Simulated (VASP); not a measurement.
# HgTe (Coloradoite) (F-43m) in VASP: further runs

Runs on HgTe (Coloradoite). Level: LDA. Tasks: phonons, elastic constants.

Everything below comes from runs of VASP 6.6.1. Logs are shortened: lines on timing, memory, paths and dates and some standing lists are left out, and cuts for length are marked.

## (1) The structure

It takes space group F-43m (No. 216, cubic). Conventional cell: a = 6.429 Å, b = 6.429 Å, c = 6.429 Å, α = 90.00°, β = 90.00°, γ = 90.00°. Around Hg (site symmetry -43m) lie 4 Te at 2.78 Å. Around Te (site symmetry -43m) lie 4 Hg at 2.78 Å.

## (2) Phonons, LDA

The input, POSCAR:

```
HgTe
1.0
    0.0000000000      3.2145000000      3.2145000000
    3.2145000000      0.0000000000      3.2145000000
    3.2145000000      3.2145000000      0.0000000000
Hg Te
1 1
Direct
    0.0000000000      0.0000000000      0.0000000000
    0.7500000000      0.7500000000      0.7500000000
```

The input, INCAR.step1:

```
SYSTEM = HgTe
ALGO = Fast
EDIFF = 1E-8
EDIFFG = -0.002
ENCUT = 600
IBRION = 2
ISIF = 3
ISMEAR = -1
LASPH = .True.
LCHARG = .False.
LREAL = .False.
LWAVE = .False.
NELM = 100
NSW = 40
PREC = Accurate
SIGMA = 0.05
```

The input, INCAR.step2:

```
SYSTEM = HgTe
ALGO = Fast
EDIFF = 1E-8
ENCUT = 600
IBRION = 6
ISIF = 2
ISMEAR = -1
LASPH = .True.
LCHARG = .False.
LREAL = .False.
LWAVE = .False.
NELM = 100
NFREE = 2
NSW = 1
POTIM = 0.015
PREC = Accurate
SIGMA = 0.05
```

The input, KPOINTS:

```
k-points
0
Gamma
  5 5 5
  0 0 0
```

Potentials or basis: VASP PAW LDA potentials, release 64 (Hg, Te).

Launch:

```console
$ cat potpaw_LDA.64/Hg/POTCAR potpaw_LDA.64/Te/POTCAR > POTCAR
$ cp INCAR.step1 INCAR
$ mpirun -np 1 vasp_std > vasp.out
$ cp CONTCAR POSCAR
$ cp INCAR.step2 INCAR
$ mpirun -np 1 vasp_std > vasp.out
```

OUTCAR:

```text
SYSTEM = HgTe
   EDIFF = 1E-8
   ENCUT = 600
   IBRION = 6
   ISIF = 2
   ISMEAR = -1
   LASPH = .True.
   LREAL = .False.
   NELM = 100
   NFREE = 2
   NSW = 1
   POTIM = 0.015
   PREC = Accurate

 ion  position               nearest neighbor table
   1  0.000  0.000  0.000-   2 2.80   2 2.80   2 2.80   2 2.80
   2  0.750  0.750  0.750-   1 2.80   1 2.80   1 2.80   1 2.80

  LATTYP: Found a face centered cubic cell.
 ALAT       =     6.4559752285

  Lattice vectors:

 A1 = (   0.0000000000,   3.2279876143,   3.2279876143)
 A2 = (   3.2279876143,   0.0000000000,   3.2279876143)
 A3 = (   3.2279876143,   3.2279876143,   0.0000000000)

Analysis of symmetry for initial positions (statically):
=====================================================================
 Subroutine PRICEL returns:
 Original cell was already a primitive cell.

 Routine SETGRP: Setting up the symmetry group for a
 face centered cubic supercell.

 Subroutine GETGRP returns: Found 24 space group operations
 (whereof 24 operations were pure point group operations)
 out of a pool of 48 trial point group operations.

The static configuration has the point symmetry T_d .

Analysis of symmetry for dynamics (positions and initial velocities):
=====================================================================
 Subroutine PRICEL returns:
 Original cell was already a primitive cell.

 Routine SETGRP: Setting up the symmetry group for a
 face centered cubic supercell.

 Subroutine GETGRP returns: Found 24 space group operations
 (whereof 24 operations were pure point group operations)
 out of a pool of 48 trial point group operations.

The dynamic configuration has the point symmetry T_d .

 Subroutine INISYM returns: Found 24 space group operations
 (whereof 24 operations are pure point group operations),
 and found     1 'primitive' translations

----------------------------------------------------------------------------------------

                                     Primitive cell

  volume of cell :      67.2706

  direct lattice vectors                    reciprocal lattice vectors
     0.000000000  3.227987614  3.227987614    -0.154895266  0.154895266  0.154895266
     3.227987614  0.000000000  3.227987614     0.154895266 -0.154895266  0.154895266
     3.227987614  3.227987614  0.000000000     0.154895266  0.154895266 -0.154895266

  length of vectors
     4.565063863  4.565063863  4.565063863     0.268286470  0.268286470  0.268286470

  position of ions in fractional coordinates (direct lattice)
     0.000000000  0.000000000  0.000000000
     0.750000000  0.750000000  0.750000000

  ion indices of the primitive-cell ions
   primitive index   ion index
                 1           1
                 2           2

----------------------------------------------------------------------------------------

 KPOINTS: k-points

Automatic generation of k-mesh.
 Grid dimensions read from file:
 generate k-points for:    5    5    5

 Generating k-lattice:

  Cartesian coordinates                     Fractional coordinates (reciprocal lattice)
    -0.030979053  0.030979053  0.030979053     0.200000000  0.000000000  0.000000000
     0.030979053 -0.030979053  0.030979053     0.000000000  0.200000000  0.000000000
     0.030979053  0.030979053 -0.030979053     0.000000000  0.000000000  0.200000000

  Length of vectors
     0.053657294  0.053657294  0.053657294

  Shift w.r.t. Gamma in fractional coordinates (k-lattice)
[... 46 lines left out ...]
   TEBEG  =    0.0;   TEEND  =   0.0 temperature during run
   PSTRESS=    0.0 pullay stress
   NELECT =      18.0000    total number of electrons
   NUPDOWN=      -1.0000    fix difference up-down
   EMIN   =  10.00;   EMAX   =-10.00  energy-range for DOS
   EFERMI =   0.00;   METHOD = LEGACY
   ISMEAR =    -1;   SIGMA  =   0.05  broadening in eV -4-tet -1-fermi 0-gaus
   EFERMI_NEDOS =   21; number of points for ismear=-14 and -15
   IALGO  =     68    algorithm
   IMIX   =      4    mixing-type and parameters
     AMIX     =   0.40;   BMIX     =  1.00
     AMIX_MAG =   1.60;   BMIX_MAG =  1.00
  volume/ion in A,a.u.               =      33.64       226.98
  Fermi-wavevector in a.u.,A,eV,Ry     =   1.054930  1.993529 15.141626  1.112878
  Thomas-Fermi vector in A             =   2.190109
   LORBIT       =      0    0 simple, 1 ext, 2 COOP (PROOUT), +10 PAW based schemes
   GGA     = CA    functional components
   LHFCALC =     F    Hartree Fock is set to
   AEXX    =    0.0000 exact exchange contribution
   IVDW    =     0    specifies the selected vdW correction
   LEPSILON=     F    determine dielectric tensor
   LRPA    =     F    only Hartree local field effects (RPA)
 finite differences with symmetry
 non-spin polarized calculation
 RMM-DIIS sequential band-by-band and
  energy-cutoff  :      600.00
  volume of cell :       67.27
 maximum number of plane-waves:      2254
   NGX = 19   NGY = 19   NGZ = 19

--------------------------------------- Ionic step        1  -------------------------------------------

 number of electron      18.0000001 magnetization

 Free energy of the ion-electron system (eV)
  ---------------------------------------------------
  ext. energy  EPLUGINS =         0.00000000
  ---------------------------------------------------
  free energy    TOTEN  =        -5.00445162 eV

  energy without entropy =       -5.00290353  energy(sigma->0) =       -5.00367757

------------------------ aborting loop because EDIFF is reached ----------------------------------------

  FORCE on cell =-STRESS in cart. coord.  units (eV):
  Direction    XX          YY          ZZ          XY          YZ          ZX
  --------------------------------------------------------------------------------------
  -------------------------------------------------------------------------------------
  Total        0.0049478      0.0049478      0.0049478     -0.0000000      0.0000000      0.0000000
  in kB        0.1178406      0.1178406      0.1178406     -0.0000000      0.0000000      0.0000000
  external PRESSURE =       0.1178406 kB  Pullay stress =       0.0000000 kB
[... 131 lines left out ...]
--------------------------------------- Ionic step        5  -------------------------------------------

 number of electron      18.0000001 magnetization

 Free energy of the ion-electron system (eV)
  ---------------------------------------------------
  ext. energy  EPLUGINS =         0.00000000
  ---------------------------------------------------
  free energy    TOTEN  =        -5.00401922 eV

  energy without entropy =       -5.00247482  energy(sigma->0) =       -5.00324702

 E-fermi :   2.9898     XC(G=0):  -9.1124

 val. band max:        2.9620089535   @ k =   0.0000   0.0000   0.0000
 cond. band min:       3.5702078007   @ k =   0.4000   0.0000   0.0000
 fundamental gap:      0.6081988472
 Fermi energy:         2.9898483782

 k-point     1 :       0.0000    0.0000    0.0000
  band No.  band energies     occupation
      1      -9.1110      2.00000
      2      -4.4669      2.00000
      3      -4.4538      2.00000
      4      -4.4404      2.00000
      5      -3.9185      2.00000
      6      -3.9182      2.00000
      7       2.0889      2.00000
      8       2.9471      1.40354
      9       2.9555      1.33053
     10       2.9620      1.27142
     11       7.0855      0.00000
     12       7.0962      0.00000
     13       7.1081      0.00000
[... 354 lines left out ...]
  band No.  band energies     occupation
      1      -8.3370      2.00000
      2      -4.2664      2.00000
      3      -4.1615      2.00000
      4      -4.0543      2.00000
      5      -3.8814      2.00000
      6      -3.3768      2.00000
      7      -2.5880      2.00000
      8       0.1050      2.00000
      9       0.8957      2.00000
     10       5.0220      0.00000
     11       6.4042      0.00000
     12       9.9732      0.00000
     13      10.4783      0.00000

 [... further k-points ...]

------------------------ aborting loop because EDIFF is reached ----------------------------------------

  FORCE on cell =-STRESS in cart. coord.  units (eV):
  Direction    XX          YY          ZZ          XY          YZ          ZX
  --------------------------------------------------------------------------------------
  -------------------------------------------------------------------------------------
  Total        0.0020091      0.0037528      0.0037528     -0.0000000     -0.0821667      0.0000000
  in kB        0.0478501      0.0893810      0.0893810     -0.0000000     -1.9569556      0.0000000
  external PRESSURE =       0.0755374 kB  Pullay stress =       0.0000000 kB
[... 17 lines left out ...]
  FREE ENERGIE OF THE ION-ELECTRON SYSTEM (eV)
  ---------------------------------------------------
  free  energy   TOTEN  =        -5.0040192203 eV

  energy  without entropy=       -5.0024748229  energy(sigma->0) =       -5.00324702

 INTERNAL STRAIN TENSORS FROM DISPLACED ATOMS
 ============================================

 INTERNAL STRAIN TENSOR FOR ION    1 for displacements in x,y,z  (eV/Angst):
          X           Y           Z          XY          YZ          ZX
  --------------------------------------------------------------------------------
  x    -0.00000     0.00000     0.00000     0.00000    -5.48409     0.00000
  y     0.00000    -0.00000     0.00000     0.00000     0.00000    -5.48409
  z     0.00000     0.00000    -0.00000    -5.48409     0.00000    -0.00000

 INTERNAL STRAIN TENSOR FOR ION    2 for displacements in x,y,z  (eV/Angst):
          X           Y           Z          XY          YZ          ZX
  --------------------------------------------------------------------------------
  x     0.00000     0.00000     0.00000     0.00000     5.48025     0.00000
  y     0.00000     0.00000     0.00000     0.00000     0.00000     5.48025
  z     0.00000     0.00000     0.00000     5.48025     0.00000     0.00000

 Eigenvectors and eigenvalues of the dynamical matrix
 ----------------------------------------------------

   1 f  =    3.471451 THz    21.811772 2PiTHz  115.795152 cm-1    14.356763 meV
             X         Y         Z           dx          dy          dz
      0.000000  0.000000  0.000000     0.000000    0.623881    0.000000
      4.841981  4.841981  4.841981     0.000000   -0.781519    0.000000
[... 21 lines left out ...]
   6 f/i=    0.001526 THz     0.009588 2PiTHz    0.050899 cm-1     0.006311 meV
             X         Y         Z           dx          dy          dz
      0.000000  0.000000  0.000000     0.000000    0.000000    0.781519
      4.841981  4.841981  4.841981     0.000000    0.000000    0.623881

 ELASTIC MODULI CONTR FROM IONIC RELAXATION (kBar)
 Direction    XX          YY          ZZ          XY          YZ          ZX
 --------------------------------------------------------------------------------
 XX          -0.0000      0.0000      0.0000      0.0000     -0.0000      0.0000
 YY           0.0000     -0.0000     -0.0000      0.0000      0.0000     -0.0000
 ZZ           0.0000     -0.0000     -0.0000     -0.0000      0.0000      0.0000
 XY           0.0000      0.0000     -0.0000   -186.1004      0.0000     -0.0000
 YZ          -0.0000      0.0000      0.0000      0.0000   -186.1004      0.0000
 ZX           0.0000     -0.0000      0.0000     -0.0000      0.0000   -186.1004
 --------------------------------------------------------------------------------
```

It took 46 s on 1 thread of Intel Xeon 6975P-C (Granite Rapids), shared host; peak memory 0.21 GiB.

Results:

* Relaxed volume: 33.64 Å³/atom
* Relaxed cell: a = 4.565 Å, b = 4.565 Å, c = 4.565 Å, α = 60.00°, β = 60.00°, γ = 60.00°
* Space group after relaxing (to 0.05 Å): F-43m (No. 216)
* Highest phonon frequency at Γ, LO-TO splitting left out: 116 cm⁻¹

Step by step:
```csv
step,energy change (eV),largest force (eV/Å),pressure (GPa),volume (Å³)
1,0.0000,0.0000,0.62,66.43
2,-0.0013,0.0000,-0.27,67.67
3,-0.0016,0.0000,0.01,67.27
```

Final structure:
```xyz
2
Lattice="0.0000 3.2280 3.2280 3.2280 0.0000 3.2280 3.2280 3.2280 0.0000" Properties=species:S:1:pos:R:3 pbc="T T T"
Hg    0.0000    0.0000    0.0000
Te    4.8420    4.8420    4.8420
```

Phonon frequencies in cm⁻¹ (negative: imaginary):
```
              q point        frequencies
(0.000, 0.000, 0.000)  0 0 0 116 116 116
```

Spin-orbit coupling is left out, which matters for the levels of Hg, Te.

## (3) Elastic constants, LDA

POSCAR is that of step 2.

The input, INCAR.step1:

```
SYSTEM = HgTe
PREC = Accurate ; ENCUT = 600
EDIFF = 1E-8 ; ISMEAR = -1
SIGMA = 0.05 ; LREAL = .False.
LASPH = .True. ; NELM = 100
ALGO = Fast ; ISIF = 3
LWAVE = .False. ; LCHARG = .False.
IBRION = 2 ; NSW = 40
EDIFFG = -0.002
```

The input, INCAR.step2:

```
SYSTEM = HgTe
PREC = Accurate ; ENCUT = 600
EDIFF = 1E-8 ; ISMEAR = -1
SIGMA = 0.05 ; LREAL = .False.
LASPH = .True. ; NELM = 100
ALGO = Fast ; ISIF = 3
LWAVE = .False. ; LCHARG = .False.
IBRION = 6 ; NFREE = 2
POTIM = 0.015 ; NSW = 1
```

The input, KPOINTS:

```
regular mesh
0
Gamma
  5 5 5
  0 0 0
```

Potentials or basis: VASP PAW LDA potentials, release 64 (Hg, Te).

Launch:

```console
$ cat potpaw_LDA.64/Hg/POTCAR potpaw_LDA.64/Te/POTCAR > POTCAR
$ cp INCAR.step1 INCAR
$ mpirun -np 1 vasp_std > vasp.out
$ cp CONTCAR POSCAR
$ cp INCAR.step2 INCAR
$ mpirun -np 1 vasp_std > vasp.out
```

Wall time 2.8 min (1 thread of Intel Xeon 6975P-C (Granite Rapids), shared host); peak memory 0.24 GiB.

It converged, with:

```
Relaxed volume                                          : 33.64 Å³/atom
Relaxed cell                                            : a = 4.565 Å, b = 4.565 Å, c = 4.565 Å, α = 60.00°, β = 60.00°, γ = 60.00°
Space group after relaxing (to 0.05 Å)                  : F-43m (No. 216)
Elastic constants C11, C12, C44                         : 57, 42, 21 GPa
Voigt bulk modulus                                      : 47 GPa
Highest phonon frequency at Γ, LO-TO splitting left out : 116 cm⁻¹
```

The path:
```tsv
step	energy change (eV)	largest force (eV/Å)	pressure (GPa)	volume (Å³)
1	0.0000	0.0000	0.62	66.43
2	-0.0013	0.0000	-0.27	67.67
3	-0.0016	0.0000	0.01	67.27
```

Final structure:
```xyz
2
Lattice="0.0000 3.2280 3.2280 3.2280 0.0000 3.2280 3.2280 3.2280 0.0000" Properties=species:S:1:pos:R:3 pbc="T T T"
Hg    0.0000    0.0000    0.0000
Te    4.8420    4.8420    4.8420
```

Phonon frequencies in cm⁻¹ (negative: imaginary):
| q point | frequencies |
| --- | --- |
| (0.000, 0.000, 0.000) | 0 0 0 116 116 116 |

Elastic tensor in Voigt notation (GPa, in the Cartesian axes of the cell as first typed):
```
57 42 42  0  0  0
42 57 42  0  0  0
42 42 57  0  0  0
 0  0  0 21  0  0
 0  0  0  0 21  0
 0  0  0  0  0 21
```

Clamped-ion elastic tensor (GPa):
```
57 42 42  0  0  0
42 57 42  0  0  0
42 42 57  0  0  0
 0  0  0 39  0  0
 0  0  0  0 39  0
 0  0  0  0  0 39
```

The run has no spin-orbit coupling, so splittings on Hg, Te are missing.
